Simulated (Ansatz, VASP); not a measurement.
# MgS: VASP beside Ansatz

File POSCAR:

```
MgS
1.0
    0.0000000000      2.8591856096      2.8591856096
    2.8591856096      0.0000000000      2.8591856096
    2.8591856096      2.8591856096      0.0000000000
Mg S
1 1
Direct
    0.0000000000      0.0000000000      0.0000000000
    0.2500000000      0.2500000000      0.2500000000
```

File INCAR.step1:

```
ALGO = Normal ; EDIFF = 1E-4
ENCUT = 520 ; GGA = PE
ISMEAR = 0 ; LASPH = T
LCHARG = F ; LREAL = F
LWAVE = T ; NBANDS = 11
NELM = 80 ; PREC = Accurate
SIGMA = 0.01
```

The input INCAR.step2:

```
ALGO = Normal ; EDIFF = 1E-7
ENCUT = 520 ; ISIF = 2
ISMEAR = 0 ; ISTART = 1
LASPH = T ; LCHARG = F
LMIXTAU = T ; LREAL = F
LWAVE = F ; METAGGA = R2SCAN
NBANDS = 11 ; NELM = 80
PREC = Accurate ; SIGMA = 0.01
```

Contents of KPOINTS:

```
k-points
0
Gamma
  8 8 8
```

Input for Ansatz:

```yaml
crystal:
  lattice:
    - [0.0, 2.8591856096, 2.8591856096]
    - [2.8591856096, 0.0, 2.8591856096]
    - [2.8591856096, 2.8591856096, 0.0]
  atoms:
    - { symbol: Mg, position: [0.0, 0.0, 0.0] }
    - { symbol: S, position: [0.25, 0.25, 0.25] }
kpoints:
  mp_grid: { grid: [8, 8, 8] }
  band_path:
    path:
      - [0.0, 0.0, 0.0]
      - [-0.5, -0.5, 0.0]
      - [-0.375, -0.375, 0.25]
      - [-0.375, 0.0, 0.375]
      - [0.0, 0.0, 0.5]
      - [-0.5, -0.25, 0.25]
    npoints: 1
hamiltonian:
  xc: r2scan
scf:
  occupations: { method: fixed }
  n_extra_bands: 4
output:
  forces: true
  stress: true
  eigenvalues: true
```

Change from the starting cell: hydrostatic strain +1.0%.

Alike in both runs: task single point; functional r2SCAN; k mesh 8 × 8 × 8; no spin polarisation.

```csv
,VASP,Ansatz
version,VASP 6.6.1,Ansatz 0.2.0
potentials or method,"VASP PAW PBE potentials, release 64 (Mg, S)","plane waves, PAW"
plane-wave cutoff (eV),520,500
occupations,"gaussian, width 0.01 eV",fixed
valence electrons in the cell,8,16
```

Ansatz gave:

| Quantity | Value |
| --- | --- |
| gap on the k mesh at the Fermi level (eV) | 3.99 |
| pressure (GPa) | -1.7 |

Problem. What did VASP give for the same quantities?

Solution. gap on the k mesh at the Fermi level (eV): 3.97; pressure (GPa): -2.0.

The two sets of potentials don't hold the same shells in valence.

Caveats: the PAW data sets were made with another functional, which shifts forces and pressure a little (VASP). A k mesh can miss the band edges.
